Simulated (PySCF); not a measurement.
Runs of PySCF 2.14.0 on SnSe. It takes space group Fm-3m (No. 225, cubic). Conventional cell: a = 6.020 Å, b = 6.020 Å, c = 6.020 Å, α = 90.00°, β = 90.00°, γ = 90.00°. Sn (site symmetry m-3m) is surrounded by 6 Se at 3.01 Å. Se (site symmetry m-3m) has 6 Sn at 3.01 Å as nearest neighbours. Measurements of this composition are mostly on another form, of space group No. 62.

| task | level | potentials or basis | k mesh | smearing | symmetry | band path | potentials | coulomb method | conv_tol | mesh quality | gap on the mesh (eV) |
| --- | --- | --- | --- | --- | --- | --- | --- | --- | --- | --- | --- |
| atomic charges | r2SCAN | DZVP-MOLOPT-HYB/GTH-HYB (UZH) (potentials made for PBE0) | 2 × 2 × 2 | fixed | - | - | Se GTH-HYB-q6, Sn GTH-HYB-q4 | Gaussian density fitting (GDF) | 1e-07 Ha | coarse | (a) |
| atomic charges | B3LYP | DZVP-MOLOPT-HYB/GTH-HYB (UZH) (potentials made for PBE0) | 2 × 2 × 2 | fixed | - | - | Se GTH-HYB-q6, Sn GTH-HYB-q4 | Gaussian density fitting (GDF) | 1e-07 Ha | coarse | 1.49 |
| atomic charges | r2SCAN0 | DZVP-MOLOPT-HYB/GTH-HYB (UZH) (potentials made for PBE0) | 2 × 2 × 2 | fixed | - | - | Se GTH-HYB-q6, Sn GTH-HYB-q4 | Gaussian density fitting (GDF) | 1e-07 Ha | coarse | 1.99 |
| atomic charges | r2SCANh | DZVP-MOLOPT-HYB/GTH-HYB (UZH) (potentials made for PBE0) | 2 × 2 × 2 | fixed | - | - | Se GTH-HYB-q6, Sn GTH-HYB-q4 | Gaussian density fitting (GDF) | 1e-07 Ha | coarse | 1.16 |

Alike in all rows: no spin polarisation; cell as given.

Q: Fill in the values left out.

A: (a) 0.61.

Caveats: all runs use coarse meshes; spin-orbit coupling is left out, which moves the levels of the heavy elements; the basis of atomic orbitals isn't converged, which shifts pressures, moduli and gaps; on so small a mesh gaps with full-range exact exchange can be off by tenths of an eV to over 1 eV (some runs).

A k mesh can miss the band edges, and the runs leave out spin-orbit coupling on Se, Sn.
